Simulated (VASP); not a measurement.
Set up this calculation in VASP 6.6.1, as the native input.

| Item | Value |
| --- | --- |
| Task | single point |
| Functional | PBE |
| Potentials or basis | VASP PAW PBE potentials, release 64 (Ga_d, N) |
| Cutoff | 520 eV |
| k mesh | 8 × 8 × 8 |
| Occupations | gaussian, width 0.01 eV |
| Spin | no spin polarisation |
| Dipole correction | no |
| Further INCAR settings | ALGO = Normal; EDIFF = 1e-06; NBANDS = 16 |

The structure of GaN lies in POSCAR:

```
GaN
1.0
    0.0000000000      2.1085152350      2.1085152350
    2.1085152350      0.0000000000      2.1085152350
    2.1085152350      2.1085152350      0.0000000000
Ga N
1 1
Direct
    0.0000000000      0.0000000000      0.0000000000
    0.5000000000      0.5000000000      0.5000000000
```

The cell was built by a generator and needn't be a form met in nature.

The input as run:

INCAR

```
ALGO = Normal
EDIFF = 1E-6
ENCUT = 520
GGA = PE
ISIF = 2
ISMEAR = 0
LASPH = True
LCHARG = False
LREAL = False
LWAVE = False
NBANDS = 16
NELM = 100
PREC = Accurate
SIGMA = 0.01
```

KPOINTS

```
k-points
0
Gamma
  8 8 8
```

Potentials or basis: VASP PAW PBE potentials, release 64 (Ga_d, N).

Launch:

```sh
$ cat potpaw_PBE.64/Ga_d/POTCAR potpaw_PBE.64/N/POTCAR > POTCAR
$ mpirun -np 1 vasp_std > vasp.out
```

It gave:

```
Pressure               : 9.1 GPa
Band gap on the k mesh : 0.65 eV, indirect (least direct gap 2.83 eV)
```

Wall time 7.4 s on 1 thread of Intel(R) Xeon(R) Platinum 8259CL CPU @ 2.50GHz (Skylake/Cascade Lake) (shared host), peak memory 0.14 GiB.
